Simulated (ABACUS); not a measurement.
The system is GaP.

```
CELL_PARAMETERS angstrom
0.00000 2.72525 2.72525
2.72525 0.00000 2.72525
2.72525 2.72525 0.00000
ATOMIC_POSITIONS crystal
Ga 0.00000 0.00000 0.00000
P 0.75000 0.75000 0.75000
```

Program: ABACUS 3.10.1. Alike in all runs: task single point; potentials or basis SG15 ONCV 1.2 PBE, DZP LCAO (the cutoffs set its grid); no spin polarisation; cell as given; k mesh 4 × 4 × 4; cutoff (eV) 1361; smearing fermi-dirac 0.05 eV; the mesh is coarse, so values aren't converged.

Problem. Order these runs on this cell by their band gap on the k mesh, lowest first.
A. level HSE-type (share 0.25, screening 0.11/bohr); share of exact exchange 0.25; screening of the exchange 0.11 1/bohr; threshold of the auxiliary basis 0.001
B. level HSE-type (share 0.4, screening 0.11/bohr); share of exact exchange 0.4; screening of the exchange 0.11 1/bohr; threshold of the auxiliary basis 0.001
C. level HSE-type (share 0.1, screening 0.11/bohr); share of exact exchange 0.1; screening of the exchange 0.11 1/bohr; threshold of the auxiliary basis 0.001
D. level PBE

Solution. D (1.65 eV), C (1.92 eV), A (2.35 eV), B (2.79 eV).

Caveats: all runs use coarse meshes; the atomic orbitals were generated for these runs and aren't a published set; the basis of atomic orbitals isn't converged, which shifts pressures, moduli and gaps; gaps of hybrids in this basis differ from plane-wave ones by up to 0.1 eV (some runs).

A k mesh can miss the band edges.
